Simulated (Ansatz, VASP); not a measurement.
## One calculation of W, two programs

```
W
1.0
    -1.58234    1.58234    1.58234
     1.58234   -1.58234    1.58234
     1.58234    1.58234   -1.58234
W
1
Direct
  0.00000 0.00000 0.00000
```

Alike in both runs: task single point; functional PBEsol; k mesh 12 × 12 × 12; occupations fermi-dirac, width 0.05 eV; no spin polarisation.

|  | VASP | Ansatz |
| --- | --- | --- |
| version | VASP 6.6.1 | Ansatz 0.2.0 |
| potentials or method | VASP PAW PBE potentials, release 64 (W_sv) | Ansatz PAW |
| plane-wave cutoff (eV) | 520 | 420 |
| valence electrons in the cell | 14 | 14 |

```csv
,VASP,Ansatz,Ansatz less VASP
gap on the k mesh at the Fermi level (eV),none,none,-
pressure (GPa),-2.4,-3.0,-0.64
```

A gap of «none» marks a metal or a gap that the smearing closes.

Caveats: the PAW data sets were made with another functional, which shifts forces and pressure a little (VASP); the PAW data sets come from PBE, with cores solved anew for the run's functional, which leaves a small shift of forces and pressure (Ansatz). The runs have no spin-orbit coupling, so splittings on W are missing.
